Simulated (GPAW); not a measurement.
Runs of GPAW 26.7.0 on Li2Se. It takes space group Fm-3m (No. 225, cubic). The conventional cell has a = 6.005 Å, b = 6.005 Å, c = 6.005 Å, α = 90.00°, β = 90.00°, γ = 90.00°. Around Se (site symmetry m-3m) lie 8 Li at 2.60 Å. Li (site symmetry -43m) is surrounded by 4 Se at 2.60 Å. 

| task | level | potentials or basis | band path | band points | gap on the mesh (eV) | V0 of scaled cells (Å³/atom) | B0 (GPa) |
| --- | --- | --- | --- | --- | --- | --- | --- |
| equation of state | PBE | GPAW PAW data sets (gpaw-data 1.2.1), pw | - | - | - | 18.24 | 34 |
| equation of state | PBEsol | PAW data sets generated in the run's folder for this functional, pw | - | - | - | 17.59 | 35 |
| single point | TB-mBJ | GPAW PAW data sets for LDA (gpaw-data 1.2.1), pw | - | - | (a) | - | - |
| band structure | r2SCAN | GPAW PAW data sets (gpaw-data 1.2.1), pw | GXWKGLUWLK,UX | 80 | (b) | - | - |

Alike in all rows: no spin polarisation; cell as given; k mesh 8 × 8 × 8; cutoff (eV) 800; smearing fermi-dirac 0.05 eV.

Question: Estimate the missing entries.

Answer: (a) 4.09; (b) 3.48.

Caveats: the PAW data sets were made with another functional, which shifts forces and pressure a little (some runs); a model potential gives levels but no total energy (some runs).

A k mesh can miss the band edges, and the runs leave out spin-orbit coupling on Se.
